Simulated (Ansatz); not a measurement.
RbBr (wurtzite) (it has left that coordination), relaxed with r2SCAN: 6 runs in the PAW code Ansatz, each a calculation of independent-particle optics. It is hexagonal, P6_3/mmc (No. 194); conventional cell a = 5.890 Å, c = 6.870 Å, 51.61 Å³ an atom. Rb is surrounded by 5 Br at 3.40–3.44 Å; Br is surrounded by 5 Rb at 3.40–3.44 Å. (Calculated; spin-unpolarised; the phase may be known or hypothetical.)

```xyz
4
Lattice="5.8901 0.0000 0.0000 -2.9451 5.1010 0.0000 0.0000 0.0000 6.8703" Properties=species:S:1:pos:R:3 pbc="T T T"
Rb    0.0000    3.4007   -0.4294
Rb    2.9451    1.7003    3.0058
Br    0.0000    3.4007    3.0058
Br    2.9451    1.7003    6.4409
```

On meshes this coarse, single peaks can be features of the mesh. No local fields, no excitons; the zone sum runs over the cells of the mesh, and ε∞ includes the bands left out of the spectrum. Up to four peaks are listed, those above 15 % of the tallest and inside the complete range; the four can differ from row to row. Rows marked drawn have settings drawn at random (some not listed).

```csv
functional,k mesh,broadening (eV),scissors (eV),range (eV),settings,direct gap on the mesh before scissors (eV),ε∞ xx,ε∞ yy,ε∞ zz,complete up to (eV),tallest peaks of mean ε₂ (eV)
r2SCAN,6×6×4,0.1,0.00,0–18,chosen,4.65,2.26,2.26,2.29,18.0,7.30 8.45 9.10 9.85
PBEsol,6×6×2,0.4,1.50,0–15,drawn,4.07,2.23,2.23,2.27,15.0,9.80 14.90
PBE,6×6×4,0.25,1.50,0.5–6,drawn,4.06,2.22,2.22,2.24,6.0,none
PBEsol,3×3×2,0.15,1.00,0.5–15,drawn,4.07,2.28,2.28,2.33,15.0,7.45 8.70 9.40 10.10
```

Problem. Estimate from these rows what the further settings give.
```csv
functional,k mesh,broadening (eV),scissors (eV),range (eV),settings
PBE,6×6×4,0.1,0.00,0–18,chosen
PBE,6×6×4,0.1,1.10 (to HSE06),0–18,chosen
```

Solution.
```json
{"functional": "PBE", "k mesh": "6×6×4", "broadening (eV)": "0.1", "scissors (eV)": "0.00", "range (eV)": "0–18", "settings": "chosen", "direct gap on the mesh before scissors (eV)": "4.06", "ε∞ xx": "2.41", "ε∞ yy": "2.41", "ε∞ zz": "2.45", "complete up to (eV)": "18.0", "tallest peaks of mean ε₂ (eV)": "6.45 7.75 8.40 9.10"}
{"functional": "PBE", "k mesh": "6×6×4", "broadening (eV)": "0.1", "scissors (eV)": "1.10 (to HSE06)", "range (eV)": "0–18", "settings": "chosen", "direct gap on the mesh before scissors (eV)": "4.06", "ε∞ xx": "2.26", "ε∞ yy": "2.26", "ε∞ zz": "2.29", "complete up to (eV)": "18.0", "tallest peaks of mean ε₂ (eV)": "7.55 8.85 9.50 10.20"}
```

Spin-orbit coupling is left out.

For some runs the program warns that the potential is rough where the density is thin, which bears on empty states near the vacuum.
